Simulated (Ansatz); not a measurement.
MgO (rocksalt), relaxed with r2SCAN in the plane-wave code Ansatz. The symmetry is Fm-3m (No. 225, cubic); a = 4.204 Å in the conventional setting, 9.29 Å³ an atom. Around Mg lie 6 O at 2.10 Å; around O lie 6 Mg at 2.10 Å.

The axes x, y and z are those of this cell:
```
Mg O
1.0
     0.00000    2.10217    2.10217
     2.10217    0.00000    2.10217
     2.10217    2.10217    0.00000
Mg O
1 1
Direct
  0.00000 0.00000 0.00000
  0.50000 0.50000 0.50000
```

Unstrained: The PBE gap is direct at Γ: 4.797 eV. The r2SCAN gap is direct at Γ: 5.685 eV. HSE06 gives a direct gap of 6.541 eV at Γ. Meshes: PBE 10×10×10, r2SCAN 10×10×10, HSE06 8×8×8. Strains are changes of length per length, and xy shears are angles. After each strain the atoms were relaxed again with r2SCAN within the symmetry that the strain leaves, so tilts or polar shifts that break it weren't tested; points keep the names that they have in the unstrained zone. (Simulation; spin polarisation is off.)

Problem. Estimate what isotropic +2.5 % on every length does to the gap.

Solution. PBE: the gap goes from 4.797 to 4.107 eV (-0.690 eV). r2SCAN: the gap goes from 5.685 to 4.964 eV (-0.721 eV). HSE06: the gap goes from 6.541 to 5.781 eV (-0.760 eV). The r2SCAN energy rises by 25.2 meV an atom.

Problem. Estimate what uniaxial +3.0 % along z, other directions held does to the gap.

Solution. PBE: the gap goes from 4.797 to 4.468 eV (-0.329 eV); with r2SCAN the top three valence levels at Γ, degenerate before, become 1+2 from the top over 61 meV. r2SCAN: the gap goes from 5.685 to 5.343 eV (-0.342 eV). HSE06: the gap goes from 6.541 to 6.170 eV (-0.371 eV). The r2SCAN energy rises by 7.2 meV an atom.

Problem. Apply uniaxial +1.5 % along [111], other directions held. How far does the gap move, against the unstrained cell?

Solution. PBE: the gap goes from 4.797 to 4.611 eV (-0.186 eV); with r2SCAN the top three valence levels at Γ, degenerate before, become 2+1 from the top over 114 meV. r2SCAN: the gap goes from 5.685 to 5.492 eV (-0.193 eV). HSE06: the gap goes from 6.541 to 6.342 eV (-0.199 eV). The r2SCAN energy rises by 2.4 meV an atom.

Problem. One strain changed the r2SCAN stress by xx -6.67, yy -2.25, zz -2.25 GPa (compression positive) and the gap by -0.275 eV (PBE), -0.286 eV (r2SCAN), -0.310 eV (HSE06). Which kind of strain was it, and roughly how large?

Solution. Uniaxial +2.5 % along x, other directions held. The pattern of the stress gives the kind; the size needs the stiffness, so it is an estimate.

Problem. One strain changed the r2SCAN stress by xx +0.31, yy +0.31, zz -0.25, xy +7.86 GPa (compression positive) and the gap by -0.221 eV (PBE), -0.226 eV (r2SCAN), -0.219 eV (HSE06). Which kind of strain was it, and roughly how large?

Solution. Xy shear, engineering strain (angle) -5.0 %. The pattern of the stress gives the kind; the size needs the stiffness, so it is an estimate.

The meshes of the hybrids are coarse, so their gaps aren't converged to the digits shown.

The splittings at Γ are without spin-orbit coupling, which regroups them where it is of like size or larger.
